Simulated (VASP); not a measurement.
A run of VASP 6.6.1 is set up as follows.

The input INCAR:

```
SYSTEM = AgCl
PREC = Accurate
ENCUT = 600
EDIFF = 1E-7
ISMEAR = 0
SIGMA = 0.02
LREAL = .False.
LASPH = .True.
NELM = 100
ALGO = Normal
ISIF = 3
LWAVE = .False.
LCHARG = .False.
IBRION = 2
NSW = 90
EDIFFG = -0.005
```

The input KPOINTS:

```
Automatic mesh
0
Gamma
  8 8 8
  0 0 0
```

Contents of POSCAR:

```
AgCl
1.0
    0.0000000000      2.7726630000      2.7726630000
    2.7726630000      0.0000000000      2.7726630000
    2.7726630000      2.7726630000      0.0000000000
Ag Cl
1 1
Direct
    0.0000000000      0.0000000000      0.0000000000
    0.5000000000      0.5000000000      0.5000000000
```

Potentials or basis: VASP PAW LDA potentials, release 64 (Ag, Cl).

Run with:

```bash
$ cat potpaw_LDA.64/Ag/POTCAR potpaw_LDA.64/Cl/POTCAR > POTCAR
$ mpirun -np 1 vasp_std > vasp.out
```

Problem. Estimate the space group after relaxing (to 0.05 Å).

Solution. Fm-3m (No. 225).

Problem. Predict the band gap on the k mesh.

Solution. 0.65 eV, indirect (least direct gap 3.36 eV).

Final structure:
```xyz
2
Lattice="0.0000 2.6781 2.6781 2.6781 0.0000 2.6781 2.6781 2.6781 0.0000" Properties=species:S:1:pos:R:3 pbc="T T T"
Ag    0.0000    0.0000    0.0000
Cl    2.6781    2.6781    2.6781
```

A k mesh can miss the band edges. Expect the measured gap to be larger: semilocal functionals such as LDA lack the derivative discontinuity.
